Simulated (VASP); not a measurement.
# MoS2 in VASP: further runs

One slab, MoS2, is run at these levels: LDA, PBE; tasks: phonons.

Program: VASP 6.6.1. These are calculated values, not measurements. Logs are shortened: lines on timing, memory, paths and dates and some standing lists are left out, and cuts for length are marked.

## (1) Starting point

The cell holds a slab with vacuum, 3 atoms: a = 3.192 Å, b = 3.160 Å, c = 20.000 Å, α = 90.00°, β = 90.00°, γ = 120.33°.

## (2) Phonons, LDA

POSCAR

```
MoS2
1.0
    3.1916000000      0.0000000000      0.0000000000
   -1.5958000000      2.7273356990      0.0000000000
    0.0000000000      0.0000000000     20.0000000000
  Mo              S
     1     2
Direct
     0.3327960915818757    0.6655921832637602    0.5000000000000000
     0.6669352875590636    0.3338705750181184    0.5768072309817057
     0.6669352875590636    0.3338705750181184    0.4231927690182944
```

INCAR.step1

```
PREC = Accurate ; ENCUT = 600
EDIFF = 1E-8 ; ISMEAR = -1
SIGMA = 0.05 ; LREAL = False
LASPH = True ; NELM = 100
ALGO = Normal ; ISIF = 2
LWAVE = False ; LCHARG = False
GGA = CA ; IBRION = 2
NSW = 40 ; EDIFFG = -0.002
KPAR = 4
```

INCAR.step2

```
PREC = Accurate ; ENCUT = 600
EDIFF = 1E-8 ; ISMEAR = -1
SIGMA = 0.05 ; LREAL = False
LASPH = True ; NELM = 100
ALGO = Normal ; ISIF = 2
LWAVE = False ; LCHARG = False
GGA = CA ; IBRION = 6
NFREE = 2 ; POTIM = 0.015
NSW = 1 ; KPAR = 4
```

KPOINTS

```
Automatic mesh
0
Gamma
  12 12 1
```

Potentials or basis: VASP PAW LDA potentials, release 64 (Mo_sv, S).

Command:

```console
$ cat potpaw_LDA.64/Mo_sv/POTCAR potpaw_LDA.64/S/POTCAR > POTCAR
$ cp INCAR.step1 INCAR
$ mpirun -np 4 vasp_std > vasp.out
$ cp CONTCAR POSCAR
$ cp INCAR.step2 INCAR
$ mpirun -np 4 vasp_std > vasp.out
```

OUTCAR:

```text
PREC = Accurate
   ENCUT = 600
   EDIFF = 1E-8
   ISMEAR = -1
   LREAL = False
   LASPH = True
   NELM = 100
   ISIF = 2
   GGA = CA
   IBRION = 6
   NFREE = 2
   POTIM = 0.015
   NSW = 1

 ion  position               nearest neighbor table
   1  0.333  0.666  0.500-   2 2.38   3 2.38   2 2.39   3 2.39   2 2.39   3 2.39
   2  0.667  0.334  0.577-   1 2.38   1 2.39   1 2.39
   3  0.667  0.334  0.423-   1 2.38   1 2.39   1 2.39

  Warning from LATTYP: Monoclinic adjustment (A1->A3, A2->A1, A3->A2)!
  LATTYP: Found a base centered orthorhombic cell.
 ALAT       =     3.1916000000
 B/A-ratio  =     1.7090711236
 C/A-ratio  =     6.2664494298

  Lattice vectors:

 A1 = (   1.5958000000,  -2.7273356990,   0.0000000000)
 A2 = (   1.5958000000,   2.7273356990,   0.0000000000)
 A3 = (   0.0000000000,   0.0000000000,  20.0000000000)

Analysis of symmetry for initial positions (statically):
=====================================================================
 Subroutine PRICEL returns:
 Original cell was already a primitive cell.

 Routine SETGRP: Setting up the symmetry group for a
 base centered orthorhombic supercell.

 Subroutine GETGRP returns: Found  4 space group operations
 (whereof  4 operations were pure point group operations)
 out of a pool of  8 trial point group operations.

The static configuration has the point symmetry C_2v.

Analysis of symmetry for dynamics (positions and initial velocities):
=====================================================================
 Subroutine PRICEL returns:
 Original cell was already a primitive cell.

 Routine SETGRP: Setting up the symmetry group for a
 base centered orthorhombic supercell.

 Subroutine GETGRP returns: Found  4 space group operations
 (whereof  4 operations were pure point group operations)
 out of a pool of  8 trial point group operations.

The dynamic configuration has the point symmetry C_2v.

 Subroutine INISYM returns: Found  4 space group operations
 (whereof  4 operations are pure point group operations),
 and found     1 'primitive' translations

----------------------------------------------------------------------------------------

                                     Primitive cell

  volume of cell :     174.0913

  direct lattice vectors                    reciprocal lattice vectors
     3.191600000  0.000000000  0.000000000     0.313322471  0.183329100  0.000000000
    -1.595800000  2.727335699  0.000000000     0.000000000  0.366658201  0.000000000
     0.000000000  0.000000000 20.000000000     0.000000000  0.000000000  0.050000000

  length of vectors
     3.191600000  3.159895197 20.000000000     0.363015881  0.366658201  0.050000000

  position of ions in fractional coordinates (direct lattice)
     0.332796092  0.665592183  0.500000000
     0.666935288  0.333870575  0.576807231
     0.666935288  0.333870575  0.423192769

  ion indices of the primitive-cell ions
   primitive index   ion index
                 1           1
                 2           2
                 3           3

----------------------------------------------------------------------------------------

 KPOINTS: Automatic mesh

Automatic generation of k-mesh.
 Grid dimensions read from file:
 generate k-points for:   12   12    1

 Generating k-lattice:

  Cartesian coordinates                     Fractional coordinates (reciprocal lattice)
     0.026110206  0.015277425  0.000000000     0.083333333  0.000000000  0.000000000
     0.000000000  0.030554850  0.000000000     0.000000000  0.083333333  0.000000000
     0.000000000  0.000000000  0.050000000     0.000000000  0.000000000  1.000000000

  Length of vectors
     0.030251323  0.030554850  0.050000000

  Shift w.r.t. Gamma in fractional coordinates (k-lattice)
     0.000000000  0.000000000  0.000000000

 Subroutine IBZKPT returns following result:
 ===========================================

 Found     43 irreducible k-points:

 Following reciprocal coordinates:
            Coordinates               Weight
  0.000000  0.000000  0.000000      1.000000
  0.083333 -0.000000  0.000000      4.000000
  0.166667  0.000000  0.000000      4.000000
  0.250000 -0.000000  0.000000      4.000000
  0.333333  0.000000  0.000000      4.000000
  0.416667 -0.000000  0.000000      4.000000
[... 16 lines left out ...]
  0.333333  0.166667  0.000000      4.000000
  0.416667  0.166667  0.000000      4.000000
 [... further k-points ...]
   k-points           NKPTS =     43   k-points in BZ     NKDIM =     43   number of bands    NBANDS=     17
   number of dos      NEDOS =    301   number of ions     NIONS =      3
   total plane-waves  NPLWV = 125440
   dimension x,y,z NGX =    28 NGY =   28 NGZ =  160
   dimension x,y,z NGXF=    56 NGYF=   56 NGZF=  320
   ions per type =               1   2
   NGX,Y,Z   is equivalent  to a cutoff of  14.58, 14.73, 13.30 a.u.
   NGXF,Y,Z  is equivalent  to a cutoff of  29.17, 29.46, 26.60 a.u.
 SYSTEM =  unknown system
   PREC   = accura    normal or accurate (medium, high low for compatibility)
   ISTART =      0    job   : 0-new  1-cont  2-samecut
   ICHARG =      2    charge: 1-file 2-atom 10-const
   ISPIN  =      1    spin polarized calculation?
   LNONCOLLINEAR =      F non collinear calculations
   LSORBIT =      F    spin-orbit coupling
   LASPH  =      T    aspherical Exc in radial PAW
   ENCUT  =  600.0 eV  44.10 Ry    6.64 a.u.   6.37  6.31 39.94*2*pi/ulx,y,z
   NELM   =    100;   NELMIN=  2; NELMDL=  0     # of ELM steps
   EDIFF  = 0.1E-07   stopping-criterion for ELM
   LREAL  =      F    real-space projection
   EDIFFG = 0.1E-06   stopping-criterion for IOM
   NSW    =     73    number of steps for IOM
   IBRION =      6    ionic relax: 0-MD 1-quasi-New 2-CG
   NFREE  =      2    steps in history (QN), initial steepest desc. (CG)
   ISIF   =      2    stress and relaxation
   ISYM   =      2    0-nonsym 1-usesym 2-fastsym
   POTIM  = 0.0150    time-step for ionic-motion
   TEBEG  =    0.0;   TEEND  =   0.0 temperature during run
   PSTRESS=    0.0 pullay stress
   NELECT =      26.0000    total number of electrons
   NUPDOWN=      -1.0000    fix difference up-down
   EMIN   =  10.00;   EMAX   =-10.00  energy-range for DOS
   EFERMI =   0.00;   METHOD = LEGACY
   ISMEAR =    -1;   SIGMA  =   0.05  broadening in eV -4-tet -1-fermi 0-gaus
   EFERMI_NEDOS =   21; number of points for ismear=-14 and -15
   IALGO  =     38    algorithm
   IMIX   =      4    mixing-type and parameters
     AMIX     =   0.40;   BMIX     =  1.00
     AMIX_MAG =   1.60;   BMIX_MAG =  1.00
  volume/ion in A,a.u.               =      58.03       391.61
  Fermi-wavevector in a.u.,A,eV,Ry     =   0.868574  1.641367 10.264523  0.754421
  Thomas-Fermi vector in A             =   1.987272
   LORBIT       =      0    0 simple, 1 ext, 2 COOP (PROOUT), +10 PAW based schemes
   GGA     = CA    functional components
   LHFCALC =     F    Hartree Fock is set to
   AEXX    =    0.0000 exact exchange contribution
   IVDW    =     0    specifies the selected vdW correction
   LEPSILON=     F    determine dielectric tensor
   LRPA    =     F    only Hartree local field effects (RPA)
 finite differences with symmetry
 non-spin polarized calculation
  energy-cutoff  :      600.00
  volume of cell :      174.09
 maximum number of plane-waves:      5855
 NGX is ok and might be reduce to    28
   NGX = 13   NGY = 13   NGZ = 79

--------------------------------------- Ionic step        1  -------------------------------------------

 number of electron      26.0000000 magnetization

 Free energy of the ion-electron system (eV)
  ---------------------------------------------------
  ext. energy  EPLUGINS =         0.00000000
  ---------------------------------------------------
  free energy    TOTEN  =       -24.34278651 eV

  energy without entropy =      -24.34278650  energy(sigma->0) =      -24.34278650

------------------------ aborting loop because EDIFF is reached ----------------------------------------

  FORCE on cell =-STRESS in cart. coord.  units (eV):
  Direction    XX          YY          ZZ          XY          YZ          ZX
  --------------------------------------------------------------------------------------
  -------------------------------------------------------------------------------------
  Total       -1.7986401     -1.0903436     -0.0181852      0.0000000      0.0000000      0.0000000
  in kB      -16.5530416    -10.0345275     -0.1673604      0.0000000      0.0000000      0.0000000
  external PRESSURE =      -8.9183098 kB  Pullay stress =       0.0000000 kB
[... 92 lines left out ...]
  FREE ENERGIE OF THE ION-ELECTRON SYSTEM (eV)
  ---------------------------------------------------
  free  energy   TOTEN  =       -24.3404545828 eV

  energy  without entropy=      -24.3404545731  energy(sigma->0) =      -24.34045458

[... ionic steps 4 to 10 ...]

--------------------------------------- Ionic step       11  -------------------------------------------

 number of electron      26.0000001 magnetization

------------------------ aborting loop because EDIFF is reached ----------------------------------------
[... 69 lines left out ...]
--------------------------------------- Ionic step       13  -------------------------------------------

 number of electron      26.0000001 magnetization

 Free energy of the ion-electron system (eV)
  ---------------------------------------------------
  ext. energy  EPLUGINS =         0.00000000
  ---------------------------------------------------
  free energy    TOTEN  =       -24.34078671 eV

  energy without entropy =      -24.34078670  energy(sigma->0) =      -24.34078671

 E-fermi :  -1.3748     XC(G=0):  -3.8911

 val. band max:       -2.1430026120   @ k =   0.0000   0.0000   0.0000
 cond. band min:      -0.6277564285   @ k =   0.3333   0.3333   0.0000
 fundamental gap:      1.5152461835
 Fermi energy:        -1.3748060360

 k-point     1 :       0.0000    0.0000    0.0000
  band No.  band energies     occupation
      1     -62.6997      2.00000
      2     -37.0625      2.00000
      3     -36.8453      2.00000
      4     -36.8238      2.00000
      5     -16.3781      2.00000
      6     -14.9282      2.00000
[... 457 lines left out ...]
      4     -36.9761      2.00000
      5     -14.3306      2.00000
      6     -14.1702      2.00000
[... 9 lines left out ...]
     16       1.4075      0.00000
     17       2.3039      0.00000

 [... further k-points ...]

------------------------ aborting loop because EDIFF is reached ----------------------------------------

  FORCE on cell =-STRESS in cart. coord.  units (eV):
  Direction    XX          YY          ZZ          XY          YZ          ZX
  --------------------------------------------------------------------------------------
  -------------------------------------------------------------------------------------
  Total       -1.6347542     -0.9305554      0.4391579      0.0000000      0.0054591      0.0000000
  in kB      -15.0447854     -8.5639825      4.0416084      0.0000000      0.0502409      0.0000000
  external PRESSURE =      -6.5223865 kB  Pullay stress =       0.0000000 kB
[... 18 lines left out ...]
  FREE ENERGIE OF THE ION-ELECTRON SYSTEM (eV)
  ---------------------------------------------------
  free  energy   TOTEN  =       -24.3407867144 eV

  energy  without entropy=      -24.3407866989  energy(sigma->0) =      -24.34078671

 INTERNAL STRAIN TENSORS FROM DISPLACED ATOMS
 ============================================

 INTERNAL STRAIN TENSOR FOR ION    1 for displacements in x,y,z  (eV/Angst):
          X           Y           Z          XY          YZ          ZX
  --------------------------------------------------------------------------------
  x     0.00000     0.00000     0.00000    -6.37964     0.00000     0.00000
  y    -6.78645     7.46013     0.58373     0.00000     0.00000     0.00000
  z     0.00000     0.00000     0.00000     0.00000     0.71558     0.00000

 INTERNAL STRAIN TENSOR FOR ION    3 for displacements in x,y,z  (eV/Angst):
          X           Y           Z          XY          YZ          ZX
  --------------------------------------------------------------------------------
  x     0.00000     0.00000     0.00000     3.18880     0.00000    14.65941
  y     3.38836    -3.71830    -0.27836     0.00000    14.83172     0.00000
  z    10.65862    10.39487    30.25905     0.00000    -0.35746     0.00000

 Eigenvectors and eigenvalues of the dynamical matrix
 ----------------------------------------------------

   1 f  =   14.100416 THz    88.595528 2PiTHz  470.339256 cm-1    58.314609 meV
             X         Y         Z           dx          dy          dz
     -0.000000  1.815293 10.000000     0.000000    0.000000   -0.632946
      1.595800  0.910577 11.536145    -0.000000    0.013015    0.547285
      1.595800  0.910577  8.463855    -0.000000   -0.013015    0.547285
[... 43 lines left out ...]
   9 f/i=    0.001618 THz     0.010165 2PiTHz    0.053965 cm-1     0.006691 meV
             X         Y         Z           dx          dy          dz
     -0.000000  1.815293 10.000000    -0.000000   -0.000000   -0.774108
      1.595800  0.910577 11.536145    -0.000000    0.000016   -0.447636
      1.595800  0.910577  8.463855    -0.000000   -0.000016   -0.447636

 ELASTIC MODULI CONTR FROM IONIC RELAXATION (kBar)
 Direction    XX          YY          ZZ          XY          YZ          ZX
 --------------------------------------------------------------------------------
 XX        -127.4412    -81.4124   -301.3533      0.0000      0.0000      0.0000
 YY         -81.4124   -123.9469   -293.9267     -0.0000      0.0000      0.0000
 ZZ        -301.3533   -293.9267   -855.5630      0.0000      0.0000      0.0000
 XY           0.0000     -0.0000      0.0000    -18.0713      0.0000      0.0000
 YZ           0.0000      0.0000      0.0000      0.0000   -419.4542     -0.0000
 ZX           0.0000      0.0000      0.0000      0.0000     -0.0000   -414.9533
 --------------------------------------------------------------------------------
```

It took 12 min on 4 MPI ranks of Intel Xeon Platinum 8488C (Sapphire Rapids), shared host; peak memory 0.61 GiB.

Results:

```
Highest phonon frequency at Γ, LO-TO splitting left out : 470 cm⁻¹
```

Phonon frequencies in cm⁻¹ (negative: imaginary):
```
              q point                    frequencies
(0.000, 0.000, 0.000)  0 0 0 284 286 383 386 409 470
```

## (3) Phonons, PBE

POSCAR

```
MoS2
1.0
    3.1916000000      0.0000000000      0.0000000000
   -1.5958000000      2.7273356990      0.0000000000
    0.0000000000      0.0000000000     20.0000000000
  Mo              S
     1     2
Direct
     0.3328084938130045    0.6656169877260180    0.5000000000000000
     0.6669290864434991    0.3338581727869895    0.5783368947516557
     0.6669290864434991    0.3338581727869895    0.4216631052483443
```

INCAR.step1

```
SYSTEM = MoS2
  PREC = Accurate
  ENCUT = 600
  EDIFF = 1E-8
  ISMEAR = -1
  SIGMA = 0.05
  LREAL = .FALSE.
  LASPH = .TRUE.
  NELM = 100
  ALGO = Fast
  ISIF = 2
  LWAVE = .FALSE.
  LCHARG = .FALSE.
  GGA = PE
  IBRION = 2
  NSW = 40
  EDIFFG = -0.002
  KPAR = 4
```

INCAR.step2

```
SYSTEM = MoS2
  PREC = Accurate
  ENCUT = 600
  EDIFF = 1E-8
  ISMEAR = -1
  SIGMA = 0.05
  LREAL = .FALSE.
  LASPH = .TRUE.
  NELM = 100
  ALGO = Fast
  ISIF = 2
  LWAVE = .FALSE.
  LCHARG = .FALSE.
  GGA = PE
  IBRION = 8
  NSW = 1
  KPAR = 4
```

KPOINTS

```
regular mesh
0
G
  12 12 1
  0 0 0
```

Potentials or basis: VASP PAW PBE potentials, release 64 (Mo_sv, S).

Command:

```console
$ cat potpaw_PBE.64/Mo_sv/POTCAR potpaw_PBE.64/S/POTCAR > POTCAR
$ cp INCAR.step1 INCAR
$ mpirun -np 4 vasp_std > vasp.out
$ cp CONTCAR POSCAR
$ cp INCAR.step2 INCAR
$ mpirun -np 4 vasp_std > vasp.out
```

OUTCAR:

```text
SYSTEM = MoS2
   PREC = Accurate
   ENCUT = 600
   EDIFF = 1E-8
   ISMEAR = -1
   LREAL = .FALSE.
   LASPH = .TRUE.
   NELM = 100
   ISIF = 2
   GGA = PE
   IBRION = 8
   NSW = 1

 ion  position               nearest neighbor table
   1  0.333  0.666  0.500-   2 2.40   3 2.40   2 2.41   3 2.41   2 2.41   3 2.41
   2  0.667  0.334  0.578-   1 2.40   1 2.41   1 2.41
   3  0.667  0.334  0.422-   1 2.40   1 2.41   1 2.41

[... 770 lines left out ...]
  3X     9.853122    0.000000    0.000000   -0.431526    0.000000    0.000000   -9.421596    0.000000    0.000000
  3Y     0.000000   10.042119   -0.212053    0.000000   -0.450520    0.019585    0.000000   -9.591599    0.192468
  3Z     0.000000   -0.173896   14.974180    0.000000   -0.019817    1.810433    0.000000    0.193713  -16.784613

 Eigenvectors and eigenvalues of the dynamical matrix
 ----------------------------------------------------

   1 f  =   13.802077 THz    86.721007 2PiTHz  460.387731 cm-1    57.080778 meV
             X         Y         Z           dx          dy          dz
     -0.000000  1.815361 10.000000     0.000000   -0.000000   -0.632968
      1.595800  0.910543 11.566738    -0.000000    0.012305    0.547288
      1.595800  0.910543  8.433262    -0.000000   -0.012305    0.547288
[... 43 lines left out ...]
   9 f/i=    0.004598 THz     0.028893 2PiTHz    0.153387 cm-1     0.019017 meV
             X         Y         Z           dx          dy          dz
     -0.000000  1.815361 10.000000     0.773920   -0.000000    0.000000
      1.595800  0.910543 11.566738     0.447799   -0.000000    0.000000
      1.595800  0.910543  8.433262     0.447799   -0.000000    0.000000

--------------------------------------------------------------------------------------------------------

 ELASTIC MODULI CONTR FROM IONIC RELAXATION (kBar)
 Direction    XX          YY          ZZ          XY          YZ          ZX
 --------------------------------------------------------------------------------
 XX        -114.3804    -80.0886   -288.2607     -0.0000      0.0000      0.0000
 YY         -80.0886   -111.3221   -280.8453      0.0000      0.0000      0.0000
 ZZ        -288.2607   -280.8453   -839.4617      0.0000      0.0000      0.0000
 XY          -0.0000      0.0000      0.0000    -11.0375     -0.0000      0.0000
 YZ          -0.0000      0.0000      0.0000     -0.0000   -443.2179      0.0000
 ZX           0.0000      0.0000      0.0000      0.0000      0.0000   -369.1871
 --------------------------------------------------------------------------------
```

OUTCAR.step1:

```text
SYSTEM = MoS2
   PREC = Accurate
   ENCUT = 600
   EDIFF = 1E-8
   ISMEAR = -1
   LREAL = .FALSE.
   LASPH = .TRUE.
   NELM = 100
[... 713 lines left out ...]
      1.59580      0.91054     11.56674        -0.000000     -0.000941     -0.000162
      1.59580      0.91054      8.43326        -0.000000     -0.000941      0.000162
 -----------------------------------------------------------------------------------
    total drift:                                0.000000     -0.000268      0.000000

  FREE ENERGIE OF THE ION-ELECTRON SYSTEM (eV)
  ---------------------------------------------------
  free  energy   TOTEN  =       -21.8492248200 eV

  energy  without entropy=      -21.8492248177  energy(sigma->0) =      -21.84922482

 reached required accuracy - stopping structural energy minimisation
```

OSZICAR.step1:

```text
N       E                     dE             d eps       ncg     rms          rms(c)
DAV:   1     0.182384912950E+03    0.18238E+03   -0.14315E+04  1942   0.136E+03
DAV:   2    -0.104683025398E+02   -0.19285E+03   -0.19006E+03  2004   0.275E+02
DAV:   3    -0.231674243997E+02   -0.12699E+02   -0.12655E+02  1928   0.681E+01
[... 20 lines left out ...]
RMM:  24    -0.218492247164E+02   -0.70207E-06   -0.38629E-08   866   0.616E-04    0.220E-04
RMM:  25    -0.218492247894E+02   -0.72975E-07   -0.65784E-09   897   0.362E-04    0.273E-05
RMM:  26    -0.218492248055E+02   -0.16125E-07   -0.10358E-09   503   0.175E-04    0.201E-05
RMM:  27    -0.218492248192E+02   -0.13738E-07   -0.69274E-10   412   0.151E-04    0.103E-05
RMM:  28    -0.218492248200E+02   -0.82446E-09   -0.20086E-10   374   0.135E-04
   1 F= -.21849225E+02 E0= -.21849225E+02  d E =-.218492E+02
```

It took 10 min on 4 MPI ranks of AMD EPYC 9R45 (Zen 5), shared host; peak memory 0.86 GiB.

Results:

```yaml
Highest_phonon_frequency_at_Γ_LO-TO_splitting_left_out: 460 cm⁻¹
```

Phonon frequencies in cm⁻¹ (negative: imaginary):
```
              q point                    frequencies
(0.000, 0.000, 0.000)  0 0 0 276 278 374 377 397 460
```
